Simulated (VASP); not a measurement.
# Ni (Fm-3m) in VASP: a series of runs

The runs below take Ni through single point, with PBE.

Program: VASP 6.6.1. These are calculated values, not measurements. Logs are shortened: lines on timing, memory, paths and dates and some standing lists are left out, and cuts for length are marked.

### 1 The crystal as given

It takes space group Fm-3m (No. 225, cubic). The conventional cell has a = 3.524 Å, b = 3.524 Å, c = 3.524 Å, α = 90.00°, β = 90.00°, γ = 90.00°. Ni (site symmetry m-3m) has 12 Ni at 2.49 Å as nearest neighbours.

### 2 Single point, PBE, collinear spin, ferromagnetic start

File INCAR:

```
SYSTEM = Ni
PREC = Accurate
ENCUT = 520
EDIFF = 1E-7
ISMEAR = 0
SIGMA = 0.1
LREAL = .FALSE.
LASPH = .TRUE.
NELM = 150
ALGO = Normal
ISIF = 2
LWAVE = .FALSE.
LCHARG = .FALSE.
ISPIN = 2
MAGMOM = 0.8
LORBIT = 11
LMAXMIX = 4
GGA = PE
```

File KPOINTS:

```
Automatic mesh
0
G
  22 22 22
  0 0 0
```

File POSCAR:

```
Ni
1.0
    0.0000000000      1.7619350000      1.7619350000
    1.7619350000      0.0000000000      1.7619350000
    1.7619350000      1.7619350000      0.0000000000
Ni
1
Direct
    0.0000000000      0.0000000000      0.0000000000
```

Potentials or basis: VASP PAW PBE potentials, release 64 (Ni).

The run is started by

```
cat potpaw_PBE.64/Ni/POTCAR > POTCAR
mpirun -np 1 vasp_std > vasp.out
```

OUTCAR:

```text
SYSTEM = Ni
   PREC = Accurate
   ENCUT = 520
   EDIFF = 1E-7
   ISMEAR = 0
   LREAL = .FALSE.
   LASPH = .TRUE.
   NELM = 150
   ISIF = 2
   ISPIN = 2
   LORBIT = 11
   GGA = PE

 ion  position               nearest neighbor table
   1  0.000  0.000  0.000-

  LATTYP: Found a face centered cubic cell.
 ALAT       =     3.5238700000

  Lattice vectors:

 A1 = (   0.0000000000,   1.7619350000,   1.7619350000)
 A2 = (   1.7619350000,   0.0000000000,   1.7619350000)
 A3 = (   1.7619350000,   1.7619350000,   0.0000000000)

Analysis of symmetry for initial positions (statically):
=====================================================================
 Subroutine PRICEL returns:
 Original cell was already a primitive cell.

 Routine SETGRP: Setting up the symmetry group for a
 face centered cubic supercell.

 Subroutine GETGRP returns: Found 48 space group operations
 (whereof 48 operations were pure point group operations)
 out of a pool of 48 trial point group operations.

The static configuration has the point symmetry O_h .

Analysis of symmetry for dynamics (positions and initial velocities):
=====================================================================
 Subroutine PRICEL returns:
 Original cell was already a primitive cell.

 Routine SETGRP: Setting up the symmetry group for a
 face centered cubic supercell.

 Subroutine GETGRP returns: Found 48 space group operations
 (whereof 48 operations were pure point group operations)
 out of a pool of 48 trial point group operations.

The dynamic configuration has the point symmetry O_h .

Analysis of structural, dynamic, and magnetic symmetry:
=====================================================================
 Subroutine PRICEL returns:
 Original cell was already a primitive cell.

 Routine SETGRP: Setting up the symmetry group for a
 face centered cubic supercell.

 Subroutine GETGRP returns: Found 48 space group operations
 (whereof 48 operations were pure point group operations)
 out of a pool of 48 trial point group operations.

The overall configuration has the point symmetry O_h .

 Subroutine INISYM returns: Found 48 space group operations
 (whereof 48 operations are pure point group operations),
 and found     1 'primitive' translations

----------------------------------------------------------------------------------------

                                     Primitive cell

  volume of cell :      10.9396

  direct lattice vectors                    reciprocal lattice vectors
     0.000000000  1.761935000  1.761935000    -0.283778914  0.283778914  0.283778914
     1.761935000  0.000000000  1.761935000     0.283778914 -0.283778914  0.283778914
     1.761935000  1.761935000  0.000000000     0.283778914  0.283778914 -0.283778914

  length of vectors
     2.491752373  2.491752373  2.491752373     0.491519496  0.491519496  0.491519496

  position of ions in fractional coordinates (direct lattice)
     0.000000000  0.000000000  0.000000000

  ion indices of the primitive-cell ions
   primitive index   ion index
                 1           1

----------------------------------------------------------------------------------------

 KPOINTS: Automatic mesh

Automatic generation of k-mesh.
 Grid dimensions read from file:
 generate k-points for:   22   22   22

 Generating k-lattice:

  Cartesian coordinates                     Fractional coordinates (reciprocal lattice)
    -0.012899042  0.012899042  0.012899042     0.045454545  0.000000000  0.000000000
     0.012899042 -0.012899042  0.012899042     0.000000000  0.045454545  0.000000000
     0.012899042  0.012899042 -0.012899042     0.000000000  0.000000000  0.045454545

  Length of vectors
     0.022341795  0.022341795  0.022341795

  Shift w.r.t. Gamma in fractional coordinates (k-lattice)
     0.000000000  0.000000000  0.000000000

 Subroutine IBZKPT returns following result:
 ===========================================

 Found    328 irreducible k-points:

 Following reciprocal coordinates:
            Coordinates               Weight
  0.000000  0.000000  0.000000      1.000000
  0.045455  0.000000  0.000000      8.000000
  0.090909  0.000000  0.000000      8.000000
  0.136364  0.000000  0.000000      8.000000
  0.181818  0.000000  0.000000      8.000000
  0.227273  0.000000  0.000000      8.000000
[... 16 lines left out ...]
  0.500000  0.045455  0.000000     24.000000
 -0.454545  0.045455  0.000000     24.000000
 [... further k-points ...]
   k-points           NKPTS =    328   k-points in BZ     NKDIM =    328   number of bands    NBANDS=      9
   number of dos      NEDOS =    301   number of ions     NIONS =      1
   total plane-waves  NPLWV =   8000
   dimension x,y,z NGX =    20 NGY =   20 NGZ =   20
   dimension x,y,z NGXF=    40 NGYF=   40 NGZF=   40
   ions per type =               1
   NGX,Y,Z   is equivalent  to a cutoff of  13.34, 13.34, 13.34 a.u.
   NGXF,Y,Z  is equivalent  to a cutoff of  26.69, 26.69, 26.69 a.u.
 SYSTEM =  Ni
   PREC   = accura    normal or accurate (medium, high low for compatibility)
   ISTART =      0    job   : 0-new  1-cont  2-samecut
   ICHARG =      2    charge: 1-file 2-atom 10-const
   ISPIN  =      2    spin polarized calculation?
   LNONCOLLINEAR =      F non collinear calculations
   LSORBIT =      F    spin-orbit coupling
   LASPH  =      T    aspherical Exc in radial PAW
   ENCUT  =  520.0 eV  38.22 Ry    6.18 a.u.   4.63  4.63  4.63*2*pi/ulx,y,z
   NELM   =    150;   NELMIN=  2; NELMDL= -5     # of ELM steps
   EDIFF  = 0.1E-06   stopping-criterion for ELM
   LREAL  =      F    real-space projection
   EDIFFG = 0.1E-05   stopping-criterion for IOM
   NSW    =      0    number of steps for IOM
   IBRION =     -1    ionic relax: 0-MD 1-quasi-New 2-CG
   NFREE  =      0    steps in history (QN), initial steepest desc. (CG)
   ISIF   =      2    stress and relaxation
   ISYM   =      2    0-nonsym 1-usesym 2-fastsym
   POTIM  = 0.5000    time-step for ionic-motion
   TEBEG  =    0.0;   TEEND  =   0.0 temperature during run
   PSTRESS=    0.0 pullay stress
   NELECT =      10.0000    total number of electrons
   NUPDOWN=      -1.0000    fix difference up-down
   EMIN   =  10.00;   EMAX   =-10.00  energy-range for DOS
   EFERMI =   0.00;   METHOD = LEGACY
   ISMEAR =     0;   SIGMA  =   0.10  broadening in eV -4-tet -1-fermi 0-gaus
   EFERMI_NEDOS =   21; number of points for ismear=-14 and -15
   IALGO  =     38    algorithm
   IMIX   =      4    mixing-type and parameters
     AMIX     =   0.40;   BMIX     =  1.00
     AMIX_MAG =   1.60;   BMIX_MAG =  1.00
  volume/ion in A,a.u.               =      10.94        73.82
  Fermi-wavevector in a.u.,A,eV,Ry     =   1.588821  3.002436 34.345893  2.524352
  Thomas-Fermi vector in A             =   2.687765
   LORBIT       =     11    0 simple, 1 ext, 2 COOP (PROOUT), +10 PAW based schemes
   GGA     = PE    functional components
   LHFCALC =     F    Hartree Fock is set to
   AEXX    =    0.0000 exact exchange contribution
   IVDW    =     0    specifies the selected vdW correction
   LEPSILON=     F    determine dielectric tensor
   LRPA    =     F    only Hartree local field effects (RPA)
 spin polarized calculation
 Gauss-broadening in eV      SIGMA  =   0.10
  energy-cutoff  :      520.00
  volume of cell :       10.94
 maximum number of plane-waves:       306
   NGX =  9   NGY =  9   NGZ =  9

 number of electron      10.0000010 magnetization       0.6417144

 Free energy of the ion-electron system (eV)
  ---------------------------------------------------
  ext. energy  EPLUGINS =         0.00000000
  ---------------------------------------------------
  free energy    TOTEN  =        -5.47461133 eV

  energy without entropy =       -5.46626014  energy(sigma->0) =       -5.47043574

 E-fermi :   9.3050     XC(G=0): -13.2236

 val. band max:        9.3044092000   @ k =   0.4091   0.4091   0.0000
 cond. band min:       9.3053390259   @ k =  -0.4091   0.0909   0.0000
 fundamental gap:      0.0009298259
 Fermi energy:         9.3049938716

 spin component 1

 k-point     1 :       0.0000    0.0000    0.0000
  band No.  band energies     occupation
      1       0.3264      1.00000
      2       6.8663      1.00000
      3       6.8663      1.00000
      4       6.8663      1.00000
      5       8.0371      1.00000
      6       8.0371      1.00000
      7      32.9772      0.00000
      8      36.7937      0.00000
      9      36.7937      0.00000

 k-point     2 :       0.0455    0.0000    0.0000
  band No.  band energies     occupation
      1       0.4071      1.00000
      2       6.8455      1.00000
      3       6.8845      1.00000
      4       6.8845      1.00000
      5       8.0293      1.00000
      6       8.0293      1.00000
      7      32.7401      0.00000
      8      35.5952      0.00000
      9      36.5842      0.00000
[... 253 lines left out ...]
 k-point    24 :      -0.4545    0.0455    0.0000
  band No.  band energies     occupation
      1       4.5184      1.00000
      2       6.8643      1.00000
      3       6.9216      1.00000
      4       8.1885      1.00000
      5       8.6444      1.00000
      6       9.4237      0.04653
      7      15.1746      0.00000
      8      31.0016      0.00000
      9      33.0178      0.00000

 [... further k-points ...]

 spin component 2

 k-point     1 :       0.0000    0.0000    0.0000
  band No.  band energies     occupation
      1       0.2924      1.00000
      2       7.6382      1.00000
      3       7.6382      1.00000
      4       7.6382      1.00000
      5       8.6359      1.00000
      6       8.6359      1.00000
      7      32.8122      0.00000
      8      36.7766      0.00000
      9      36.7766      0.00000

 k-point     2 :       0.0455    0.0000    0.0000
  band No.  band energies     occupation
      1       0.3731      1.00000
      2       7.6145      1.00000
      3       7.6571      1.00000
      4       7.6571      1.00000
      5       8.6276      1.00000
      6       8.6276      1.00000
      7      32.6015      0.00000
      8      35.5914      0.00000
      9      36.5845      0.00000
[... 253 lines left out ...]
 k-point    24 :      -0.4545    0.0455    0.0000
  band No.  band energies     occupation
      1       4.9540      1.00000
      2       7.4839      1.00000
      3       7.5529      1.00000
      4       8.5207      1.00000
      5       9.4172      0.05630
      6       9.8458      0.00000
      7      15.5832      0.00000
      8      30.9022      0.00000
      9      33.0774      0.00000

 [... further k-points ...]
[... 5 lines left out ...]
  --------------------------------------------------------------------------------------
  -------------------------------------------------------------------------------------
  Total       -0.0599928     -0.0599928     -0.0599928      0.0000000      0.0000000      0.0000000
  in kB       -8.7863834     -8.7863834     -8.7863834      0.0000000      0.0000000      0.0000000
  external PRESSURE =      -8.7863834 kB  Pullay stress =       0.0000000 kB

 VOLUME and BASIS-vectors are now :
 -----------------------------------------------------------------------------
  energy-cutoff  :      520.00
  volume of cell :       10.94
      direct lattice vectors                 reciprocal lattice vectors
     0.000000000  1.761935000  1.761935000    -0.283778914  0.283778914  0.283778914
     1.761935000  0.000000000  1.761935000     0.283778914 -0.283778914  0.283778914
     1.761935000  1.761935000  0.000000000     0.283778914  0.283778914 -0.283778914

 POSITION                                       TOTAL-FORCE (eV/Angst)
 -----------------------------------------------------------------------------------
      0.00000      0.00000      0.00000        -0.000000     -0.000000      0.000000
 -----------------------------------------------------------------------------------
    total drift:                                0.000000      0.000000      0.000000

  FREE ENERGIE OF THE ION-ELECTRON SYSTEM (eV)
  ---------------------------------------------------
  free  energy   TOTEN  =        -5.4746113310 eV

  energy  without entropy=       -5.4662601440  energy(sigma->0) =       -5.47043574

 total charge

# of ion       s       p       d       tot
------------------------------------------
    1        0.496   0.493   8.311   9.300

 magnetization (x)

# of ion       s       p       d       tot
------------------------------------------
    1       -0.006  -0.025   0.685   0.654
```

Wall time 37 s (1 thread of Intel Xeon Platinum 8559C (Emerald Rapids), shared host); peak memory 0.17 GiB.

What came out:

```yaml
Free_energy: -5.4746 eV
Pressure: -0.9 GPa
Band_gap_on_the_k_mesh: none (metal or under the smearing width)
Net_moment: 0.64 μB per cell
Site_moments: Ni +0.65 μB
Valence_electrons_inside_the_program's_atomic_spheres: Ni 9.30
```

Levels at points of the mesh, in eV from the Fermi level:
Spin up:
```
           k point  band 3  band 4  band 5  band 6  band 7  band 8
(0.00, 0.00, 0.00)   -2.44   -2.44   -1.27   -1.27   23.67   27.49
(0.50, 0.00, 0.00)   -2.42   -0.62   -0.62   -0.29    5.61   22.17
(0.50, 0.50, 0.00)   -0.57   -0.50   -0.50    2.44    9.16   14.77
```
Spin down:
```tsv
k point	band 1	band 2	band 3	band 4	band 5	band 6	band 7	band 8	band 9
(0.00, 0.00, 0.00)	-9.01	-1.67	-1.67	-1.67	-0.67	-0.67	23.51	27.47	27.47
(0.50, 0.00, 0.00)	-4.38	-1.79	-1.79	-0.35	0.15	0.15	6.04	22.02	24.66
(0.50, 0.50, 0.00)	-4.27	-3.55	0.06	0.39	0.39	2.40	9.41	14.78	14.78
```

### 3 Single point, PBE, collinear spin, ferromagnetic start

INCAR is that of step 2.

File KPOINTS:

```
Automatic mesh
0
G
  26 26 26
  0 0 0
```

POSCAR is that of step 2.

Potentials or basis: VASP PAW PBE potentials, release 64 (Ni).

The run is started by

```
cat potpaw_PBE.64/Ni/POTCAR > POTCAR
mpirun -np 1 vasp_std > vasp.out
```

OUTCAR:

```text
SYSTEM = Ni
   PREC = Accurate
   ENCUT = 520
   EDIFF = 1E-7
   ISMEAR = 0
   LREAL = .FALSE.
   LASPH = .TRUE.
   NELM = 150
   ISIF = 2
   ISPIN = 2
   LORBIT = 11
   GGA = PE

 ion  position               nearest neighbor table
   1  0.000  0.000  0.000-

  LATTYP: Found a face centered cubic cell.
 ALAT       =     3.5238700000

  Lattice vectors:

 A1 = (   0.0000000000,   1.7619350000,   1.7619350000)
 A2 = (   1.7619350000,   0.0000000000,   1.7619350000)
 A3 = (   1.7619350000,   1.7619350000,   0.0000000000)

Analysis of symmetry for initial positions (statically):
=====================================================================
 Subroutine PRICEL returns:
 Original cell was already a primitive cell.

 Routine SETGRP: Setting up the symmetry group for a
 face centered cubic supercell.

 Subroutine GETGRP returns: Found 48 space group operations
 (whereof 48 operations were pure point group operations)
 out of a pool of 48 trial point group operations.

The static configuration has the point symmetry O_h .

Analysis of symmetry for dynamics (positions and initial velocities):
=====================================================================
 Subroutine PRICEL returns:
[... 475 lines left out ...]
      3       7.6337      1.00000
      4       7.6337      1.00000
      5       8.6320      1.00000
      6       8.6320      1.00000
      7      32.8114      0.00000
      8      36.7755      0.00000
      9      36.7755      0.00000
[... 265 lines left out ...]
 k-point    24 :       0.3846    0.0385    0.0000
  band No.  band energies     occupation
      1       4.3872      1.00000
      2       7.5456      1.00000
      3       7.6323      1.00000
      4       7.6471      1.00000
      5       9.2409      0.80815
      6       9.2772      0.63992
      7      18.4167      0.00000
      8      31.5735      0.00000
      9      32.9741      0.00000

 [... further k-points ...]
[... 5 lines left out ...]
  --------------------------------------------------------------------------------------
  -------------------------------------------------------------------------------------
  Total       -0.0616801     -0.0616801     -0.0616801      0.0000000      0.0000000      0.0000000
  in kB       -9.0334944     -9.0334944     -9.0334944      0.0000000      0.0000000      0.0000000
  external PRESSURE =      -9.0334944 kB  Pullay stress =       0.0000000 kB

 VOLUME and BASIS-vectors are now :
 -----------------------------------------------------------------------------
  energy-cutoff  :      520.00
  volume of cell :       10.94
      direct lattice vectors                 reciprocal lattice vectors
     0.000000000  1.761935000  1.761935000    -0.283778914  0.283778914  0.283778914
     1.761935000  0.000000000  1.761935000     0.283778914 -0.283778914  0.283778914
     1.761935000  1.761935000  0.000000000     0.283778914  0.283778914 -0.283778914

 POSITION                                       TOTAL-FORCE (eV/Angst)
 -----------------------------------------------------------------------------------
      0.00000      0.00000      0.00000         0.000000      0.000000      0.000000
 -----------------------------------------------------------------------------------
    total drift:                                0.000000      0.000000      0.000000

  FREE ENERGIE OF THE ION-ELECTRON SYSTEM (eV)
  ---------------------------------------------------
  free  energy   TOTEN  =        -5.4742234453 eV

  energy  without entropy=       -5.4650437064  energy(sigma->0) =       -5.46963358

 total charge

# of ion       s       p       d       tot
------------------------------------------
    1        0.495   0.493   8.312   9.300

 magnetization (x)

# of ion       s       p       d       tot
------------------------------------------
    1       -0.007  -0.025   0.672   0.641
```

It took 55 s on 1 thread of Intel Xeon Platinum 8559C (Emerald Rapids), shared host; peak memory 0.2 GiB.

Results:

* Free energy: -5.4742 eV
* Pressure: -0.9 GPa
* Band gap on the k mesh: none (metal or under the smearing width)
* Net moment: 0.63 μB per cell
* Site moments: Ni +0.64 μB
* Valence electrons inside the program's atomic spheres: Ni 9.30
